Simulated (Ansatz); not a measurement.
Born–Oppenheimer molecular dynamics of a periodic cell of 49 atoms, Ti$_{17}$O$_{32}$ (host TiO2, host structure P2_1/c, interstitial Ti). It starts from a partly relaxed structure (largest force component 0.06 eV/Å).

The calculation used DFT PBE-D3(BJ), scalar-relativistic, plane waves, PAW in Ansatz 0.2.0. Settings: accuracy low, PAW set soft_1, cutoff 420 eV, k mesh 2x2x1, fermi-dirac smearing 0.02 eV, no spin polarisation.

| Quantity | Value |
| --- | --- |
| ensemble | NVT, Nosé–Hoover chain |
| time step | 1 fs |
| steps asked | 180 |
| set temperature | 900 K |
| thermostat | time constant 100 fs, chain length 1 |
| seed | 665555 |

Frames 10 fs apart, positions in Å, forces in eV/Å.

Velocities at 60 fs (Å/ps):

```
Ti 0.65 -6.67 0.95
Ti -5.08 -1.98 -3.04
Ti 0.09 1.01 -1.89
Ti -1.88 -1.78 8.38
O -4.68 1.05 2.47
O -3.37 6.33 -6.88
O 1.78 4.65 -0.37
O 5.00 -5.75 9.63
O -2.90 -10.27 6.83
O -0.21 -3.66 4.68
O 2.96 7.23 -0.27
O 2.02 3.80 -4.35
Ti -1.30 -1.11 2.43
Ti -2.31 2.20 -4.32
Ti 1.50 3.76 -2.63
Ti -3.05 3.80 -0.73
O 4.02 2.58 5.96
O 4.33 6.97 2.05
O -2.39 -2.25 -4.87
O -4.85 -1.85 -3.82
O 6.39 -5.06 2.68
O -4.66 -2.24 -1.59
O 9.23 1.36 0.40
O 8.12 1.08 -6.86
Ti 5.95 0.29 -1.66
Ti 1.14 1.40 -4.05
Ti -0.13 4.46 -2.43
Ti 0.07 2.13 4.11
O 4.63 0.88 9.66
O -7.86 3.04 -4.98
O 8.27 -0.16 1.83
O -3.77 -1.12 0.94
O -0.56 -9.23 -5.53
O -6.16 8.49 3.59
O 1.20 6.61 0.21
O 4.54 1.21 3.00
Ti 2.29 -5.31 5.56
Ti 2.48 -1.99 0.90
Ti -1.09 2.89 1.03
Ti -6.26 -3.42 -3.08
O 4.87 5.69 -0.20
O -3.11 -5.59 9.63
O -2.68 3.10 -1.68
O 2.33 -3.66 -8.07
O -3.05 4.20 1.95
O 2.57 -4.13 -2.31
O -4.71 -2.76 -12.09
O 6.04 0.76 1.82
Ti -0.89 -3.46 -0.70
```

```xyz
49
Lattice="-4.5890 -4.8490 0.0000 4.5890 -4.8490 0.0000 -1.4164 0.0000 9.3655" Properties=species:S:1:pos:R:3:forces:R:3 time_fs=60 energy_less_start_eV=2.862 T=513
Ti 1.313 -4.522 0.671 -0.16 -0.50 0.21
Ti -1.449 -7.018 1.324 0.62 -0.46 0.20
Ti -1.994 -5.179 3.861 0.90 0.42 0.28
Ti 0.811 -2.597 3.433 1.04 0.05 -0.44
O 0.165 -3.140 1.642 -0.65 -0.87 -0.45
O -0.474 -5.450 0.908 0.82 -0.12 -0.02
O -0.783 -6.740 3.290 -1.37 1.14 -0.12
O -0.359 -4.028 4.102 -0.14 -0.14 -0.95
O -2.849 -6.079 2.256 -0.92 -0.93 1.11
O 2.736 -3.406 -0.036 -0.09 -1.00 0.46
O 2.173 -3.728 2.405 0.28 -1.00 -0.90
O -3.395 -6.093 4.735 0.09 -0.94 -0.40
Ti 0.478 -4.611 5.713 -0.47 0.89 0.45
Ti -2.226 -6.991 6.108 0.18 -1.48 -0.28
Ti -2.607 -4.990 8.362 1.03 -0.26 -0.13
Ti 0.092 -2.613 8.004 1.24 0.23 -1.22
O -0.477 -2.975 6.182 -0.71 -0.25 -0.02
O -1.240 -5.573 5.674 1.27 1.41 -0.47
O -1.562 -6.567 7.974 0.29 -0.07 0.09
O -1.007 -4.019 8.411 0.95 -0.53 0.71
O -3.554 -5.943 6.984 -1.57 0.79 0.18
O 1.931 -3.533 4.746 -0.04 -0.37 0.25
O 1.512 -3.719 7.083 0.58 0.06 -0.02
O -3.951 -6.034 9.272 -0.54 -0.57 0.82
Ti -3.459 -4.744 1.032 0.09 1.47 -0.77
Ti -1.496 -2.281 1.401 0.94 -0.38 -0.37
Ti 2.878 -5.054 3.596 -1.73 -1.04 2.16
Ti 0.868 -7.607 3.236 -0.08 0.13 1.57
O 0.235 -7.897 1.374 0.15 -0.70 0.36
O -0.463 -0.783 0.915 0.10 1.09 -0.04
O -0.795 -1.834 3.377 -1.66 0.76 -0.92
O -0.174 -9.132 3.835 1.79 1.34 -0.91
O 1.809 -6.142 2.322 -1.04 0.89 -1.16
O -1.921 -3.552 0.100 -0.87 0.10 -0.25
O -2.386 -3.928 2.479 0.90 1.25 -1.45
O 1.282 -6.030 4.538 -0.62 -0.04 -0.44
Ti -4.234 -4.598 5.686 0.43 0.48 0.93
Ti -2.245 -2.139 6.038 1.66 -1.29 -1.74
Ti 2.200 -5.067 8.282 -1.62 0.63 1.61
Ti 0.101 -7.481 7.945 -0.59 0.87 1.98
O -0.573 -7.931 6.200 -0.15 0.22 -0.59
O -1.259 -0.656 5.545 0.38 0.70 0.77
O -1.435 -1.660 7.962 -1.20 -0.62 -1.05
O -0.813 -9.023 8.432 0.10 -0.23 0.47
O 1.006 -5.991 6.934 -0.43 0.05 0.25
O -2.728 -3.590 4.784 -0.31 1.02 0.08
O -3.023 -3.580 7.063 -0.11 -1.24 0.61
O 0.633 -6.047 9.240 0.40 -0.81 -0.22
Ti 0.205 -5.093 2.683 0.84 -0.15 -0.21
49
Lattice="-4.5890 -4.8490 0.0000 4.5890 -4.8490 0.0000 -1.4164 0.0000 9.3655" Properties=species:S:1:pos:R:3:forces:R:3 time_fs=70 energy_less_start_eV=3.128 T=502
Ti 1.317 -4.593 0.682 -0.36 0.10 0.10
Ti -1.490 -7.041 1.298 1.53 -0.06 1.09
Ti -1.983 -5.163 3.843 0.78 1.12 -0.28
Ti 0.801 -2.617 3.507 0.11 -0.40 -2.26
O 0.111 -3.163 1.655 0.55 -1.17 -0.21
O -0.484 -5.401 0.848 0.53 -1.16 0.74
O -0.804 -6.668 3.285 -0.70 -0.17 0.09
O -0.320 -4.084 4.149 -0.65 0.71 -2.43
O -2.904 -6.182 2.334 -0.38 1.63 -1.20
O 2.728 -3.467 0.013 -0.27 -0.16 -0.70
O 2.208 -3.696 2.378 -0.15 -1.63 -0.29
O -3.374 -6.080 4.696 -0.08 -0.49 1.20
Ti 0.465 -4.615 5.746 0.72 0.50 1.19
Ti -2.241 -6.984 6.062 1.72 -1.30 0.13
Ti -2.581 -4.954 8.336 0.67 -0.45 0.37
Ti 0.074 -2.576 7.988 1.08 -0.57 -0.06
O -0.457 -2.958 6.233 -0.52 -0.47 -1.01
O -1.181 -5.480 5.684 -1.26 -0.71 -0.01
O -1.574 -6.590 7.933 0.33 0.22 0.52
O -1.015 -4.046 8.396 1.75 0.17 0.64
O -3.542 -5.967 7.006 -1.50 0.67 -0.61
O 1.894 -3.564 4.744 0.89 -0.06 0.68
O 1.613 -3.697 7.085 -0.51 0.58 -0.17
O -3.897 -6.039 9.241 -1.28 -0.45 1.56
Ti -3.401 -4.729 1.011 -0.83 0.88 0.37
Ti -1.474 -2.269 1.358 1.10 0.43 0.39
Ti 2.860 -5.022 3.592 -0.75 -1.38 1.70
Ti 0.867 -7.586 3.293 -0.13 -0.29 1.00
O 0.272 -7.911 1.468 -1.25 -0.63 -0.91
O -0.516 -0.713 0.870 1.74 1.10 0.58
O -0.777 -1.804 3.373 -2.08 0.93 -0.37
O -0.160 -9.104 3.827 0.68 0.52 -0.03
O 1.773 -6.190 2.247 -0.59 2.07 0.15
O -2.006 -3.483 0.109 -0.19 -1.57 -1.70
O -2.345 -3.846 2.443 0.76 -0.74 -0.45
O 1.310 -6.022 4.549 -0.47 -0.22 -0.73
Ti -4.211 -4.645 5.747 -0.68 1.24 -0.75
Ti -2.208 -2.169 6.032 0.19 -0.36 -0.94
Ti 2.170 -5.033 8.307 -1.55 -0.13 0.80
Ti 0.035 -7.502 7.933 0.29 1.82 1.44
O -0.535 -7.873 6.169 -0.61 -0.21 -1.25
O -1.265 -0.675 5.654 1.03 1.66 -0.35
O -1.490 -1.657 7.918 -0.33 -1.37 -0.27
O -0.784 -9.069 8.373 0.10 -0.41 0.96
O 0.971 -5.958 6.960 0.32 -0.78 -0.02
O -2.713 -3.599 4.765 -0.14 1.02 0.28
O -3.070 -3.645 6.979 0.52 -0.47 2.12
O 0.695 -6.066 9.244 -0.64 -0.81 -0.78
Ti 0.203 -5.125 2.673 0.48 1.26 -0.35
49
Lattice="-4.5890 -4.8490 0.0000 4.5890 -4.8490 0.0000 -1.4164 0.0000 9.3655" Properties=species:S:1:pos:R:3:forces:R:3 time_fs=80 energy_less_start_eV=2.831 T=590
Ti 1.315 -4.664 0.696 0.25 0.30 0.03
Ti -1.504 -7.067 1.293 1.34 -0.08 1.63
Ti -1.958 -5.124 3.820 -1.02 1.02 -0.13
Ti 0.793 -2.643 3.540 -0.50 0.50 -2.74
O 0.082 -3.249 1.655 0.56 0.03 -0.10
O -0.465 -5.417 0.826 -0.16 -1.46 0.42
O -0.866 -6.605 3.284 0.49 -1.35 0.00
O -0.314 -4.100 4.072 -0.38 1.33 0.12
O -2.983 -6.203 2.353 0.28 1.82 -1.40
O 2.706 -3.538 0.026 -0.10 1.06 -0.97
O 2.235 -3.753 2.334 -0.67 -0.63 0.56
O -3.356 -6.098 4.716 -0.14 -0.15 0.63
Ti 0.463 -4.608 5.801 0.59 -0.03 -0.09
Ti -2.225 -7.002 6.018 1.69 -0.47 0.87
Ti -2.542 -4.928 8.316 -0.07 -1.41 1.20
Ti 0.077 -2.548 7.969 0.60 -0.16 0.95
O -0.467 -2.969 6.226 0.00 -0.65 -1.52
O -1.184 -5.416 5.692 -1.53 -0.95 0.04
O -1.571 -6.599 7.920 -0.49 0.63 0.54
O -0.927 -4.070 8.415 0.57 -0.25 -0.18
O -3.614 -5.957 7.002 0.18 -0.57 0.29
O 1.902 -3.599 4.777 0.32 0.34 -0.13
O 1.687 -3.645 7.079 -1.37 -0.06 0.18
O -3.912 -6.072 9.292 -0.46 -0.39 0.29
Ti -3.357 -4.694 0.996 -1.24 0.62 0.72
Ti -1.429 -2.249 1.321 0.37 0.71 0.50
Ti 2.826 -5.015 3.623 0.73 -0.32 0.97
Ti 0.864 -7.569 3.370 -0.14 -0.29 -1.21
O 0.241 -7.960 1.518 -1.13 0.24 -0.82
O -0.481 -0.584 0.855 0.28 -1.06 0.64
O -0.870 -1.726 3.345 0.24 -0.88 -0.24
O -0.105 -9.047 3.814 -1.11 -1.01 0.39
O 1.705 -6.130 2.171 0.94 0.09 0.09
O -2.099 -3.494 0.032 1.56 -0.84 -0.12
O -2.262 -3.795 2.379 -0.17 -0.73 0.68
O 1.309 -6.024 4.522 -0.34 0.38 0.18
Ti -4.199 -4.667 5.795 -0.92 1.88 -2.35
Ti -2.164 -2.208 6.006 -0.52 1.02 0.28
Ti 2.112 -5.000 8.348 0.41 -0.94 -0.46
Ti -0.029 -7.490 7.948 1.00 0.57 0.08
O -0.527 -7.823 6.071 0.08 -0.24 -0.07
O -1.223 -0.608 5.749 -0.71 0.12 -1.03
O -1.570 -1.731 7.859 0.22 -0.76 0.92
O -0.753 -9.139 8.364 -0.76 -0.10 0.21
O 0.950 -5.963 6.983 0.40 -0.23 -0.80
O -2.702 -3.550 4.763 0.55 0.18 0.49
O -3.087 -3.732 7.009 0.95 1.84 0.98
O 0.726 -6.133 9.208 -0.49 -0.32 0.11
Ti 0.211 -5.134 2.656 -0.16 1.64 -0.59
49
Lattice="-4.5890 -4.8490 0.0000 4.5890 -4.8490 0.0000 -1.4164 0.0000 9.3655" Properties=species:S:1:pos:R:3:forces:R:3 time_fs=90 energy_less_start_eV=3.769 T=482
Ti 1.317 -4.730 0.709 0.85 1.16 -0.82
Ti -1.491 -7.096 1.320 0.18 -0.08 1.46
Ti -1.952 -5.065 3.794 -1.85 -0.47 0.41
Ti 0.778 -2.660 3.519 0.36 1.84 -2.25
O 0.085 -3.337 1.645 0.22 1.30 -0.50
O -0.451 -5.518 0.828 -0.15 -0.55 -0.04
O -0.907 -6.612 3.283 0.56 -0.72 -0.01
O -0.333 -4.041 3.995 -0.33 0.53 1.95
O -3.050 -6.120 2.296 0.66 0.45 0.37
O 2.676 -3.552 -0.012 0.17 1.25 0.17
O 2.225 -3.848 2.318 -0.68 1.04 0.73
O -3.348 -6.126 4.769 -0.37 0.04 -1.10
Ti 0.471 -4.602 5.855 -0.21 -0.44 -1.68
Ti -2.175 -7.031 5.988 0.40 0.52 1.04
Ti -2.501 -4.928 8.319 -0.37 -1.48 1.13
Ti 0.092 -2.522 7.967 -0.10 -0.10 1.01
O -0.479 -3.015 6.136 0.21 0.27 -0.19
O -1.270 -5.401 5.701 0.33 0.13 -0.14
O -1.592 -6.576 7.938 -0.23 -0.09 0.14
O -0.803 -4.111 8.424 -1.18 -1.00 -1.10
O -3.683 -5.972 7.010 1.10 -0.05 0.48
O 1.928 -3.617 4.804 -0.64 0.48 -0.88
O 1.684 -3.596 7.083 -1.34 -0.91 0.40
O -3.957 -6.129 9.365 0.05 -0.05 -0.84
Ti -3.336 -4.646 0.994 -0.87 0.07 0.42
Ti -1.375 -2.214 1.292 -0.06 0.21 0.57
Ti 2.803 -5.016 3.675 0.87 0.20 0.28
Ti 0.858 -7.557 3.426 -0.47 -0.08 -2.68
O 0.148 -7.998 1.522 0.48 0.64 -0.18
O -0.431 -0.512 0.875 -1.78 -2.53 -0.01
O -0.958 -1.694 3.299 1.72 -1.82 -0.19
O -0.104 -9.042 3.822 -0.62 -1.06 0.47
O 1.688 -6.066 2.102 1.40 -2.52 0.70
O -2.107 -3.557 -0.055 1.89 0.14 1.83
O -2.187 -3.783 2.347 -1.30 0.14 0.61
O 1.286 -6.004 4.502 -0.48 0.70 0.52
Ti -4.203 -4.654 5.801 0.22 1.53 -1.68
Ti -2.128 -2.227 5.986 -0.49 1.99 1.66
Ti 2.058 -4.985 8.383 1.81 -1.33 -1.24
Ti -0.074 -7.468 7.967 1.55 -1.19 -0.75
O -0.513 -7.787 5.963 0.89 -0.28 1.12
O -1.216 -0.528 5.787 -1.51 -1.08 -1.06
O -1.638 -1.853 7.849 0.85 0.31 1.30
O -0.764 -9.213 8.367 -0.90 0.99 -0.51
O 0.950 -5.985 6.963 0.04 0.17 -0.52
O -2.664 -3.489 4.785 -0.03 -0.99 -0.29
O -3.055 -3.723 7.092 -0.11 1.72 -1.45
O 0.730 -6.220 9.176 0.00 0.48 0.93
Ti 0.216 -5.112 2.628 -0.72 0.50 0.41
```

Of the whole run (180 fs, mean temperature of the second half 677 K): The conserved energy stayed within 0.27 meV per atom of its start (net change 0.25 meV per atom), so the integration is sound. The mean temperature of the second half is 25 % below the set value. A run of 0.18 ps of so small a system gives no equilibrium averages. Limits of this set-up: coarse k mesh, a small cell, in which the defect meets its images, a typed lattice constant that wasn't relaxed here, low accuracy level.

Run time: 31 min on 4 threads of Arm Neoverse N1, with other jobs on the host, peak memory 2.4 GiB.
